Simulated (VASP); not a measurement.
MgSn2N2:

```
Mg Sn N
1.0
     2.45387   -2.86252    0.00000
     2.45387    2.86252    0.00000
     0.00000    0.00000    7.66421
Mg Sn N
1 2 2
Direct
  0.00000 0.00000 0.50000
  0.29106 0.29106 0.00000
  0.70894 0.70894 0.00000
  0.00000 0.00000 0.74040
  0.00000 0.00000 0.25960
```

The cell was built by a generator and needn't be a form met in nature.

| Property | Result |
| --- | --- |
| Program | VASP 6.6.1 |
| Task | relaxation of cell and atoms |
| Functional | PBE |
| Potentials or basis | VASP PAW PBE potentials, release 64 (Mg, Sn_d, N) |
| Cutoff | 520 eV |
| k mesh | 4 × 4 × 2 |
| Occupations | gaussian, width 0.15 eV |
| Spin | no spin polarisation |

At the start: pressure 18.6 GPa; volume 21.53 Å³/atom.

**Question.** How do energy, volume and symmetry change on relaxing?

**Answer.** Over 16 steps the energy falls by 1641.0 meV/atom and the volume is 26.57 Å³/atom (+23.4 %); space group Cmmm (No. 65, to 0.05 Å).

Step by step:
| step | energy change (eV) | largest force (eV/Å) | pressure (GPa) | volume (Å³) |
| --- | --- | --- | --- | --- |
| 1 | 0.0000 | 19.7198 | 18.61 | 107.67 |
| 2 | 48.9815 | 106.4649 | 73.39 | 144.49 |
| 3 | 6.3976 | 17.1206 | 17.23 | 118.58 |
| 4 | -2.5246 | 11.6139 | 13.51 | 116.21 |
| 5 | -3.2361 | 7.4922 | 12.40 | 112.76 |
| 6 | -3.5818 | 4.1883 | 10.25 | 110.22 |
| 7 | -3.8723 | 5.7281 | 9.99 | 111.41 |
| 8 | -7.5157 | 2.6877 | -3.93 | 134.70 |
| 9 | -7.5499 | 2.4676 | -4.93 | 137.47 |
| 10 | -7.5447 | 2.5582 | -4.62 | 136.33 |
| 11 | -8.1446 | 0.4790 | 1.83 | 130.17 |
| 12 | -8.1788 | 0.6277 | -0.19 | 131.28 |
| 13 | -8.1787 | 0.5348 | 0.43 | 131.17 |
| 14 | -8.1973 | 0.4013 | 0.76 | 132.24 |
| 15 | -8.1995 | 0.2584 | 0.28 | 131.99 |
| 16 | -8.2052 | 0.0658 | -0.02 | 132.84 |

Final structure:
```
Mg Sn N
1.0
     3.18505   -3.08803    0.00000
     3.18505    3.08803    0.00000
     0.00000    0.00000    6.75302
Mg Sn N
1 2 2
Direct
  0.00000 0.00000 0.50000
  0.23893 0.23893 0.00000
  0.76107 0.76107 0.00000
  0.00000 0.00000 0.78433
  0.00000 0.00000 0.21567
```

Caveat: the k mesh is coarse (spacing up to 0.42 Å⁻¹), so the values aren't converged; the volume moved by over 15 % at a fixed basis, so the end points are rough; the relaxation stopped at a loose force limit of 0.08 eV/Å, so its end isn't a converged minimum.
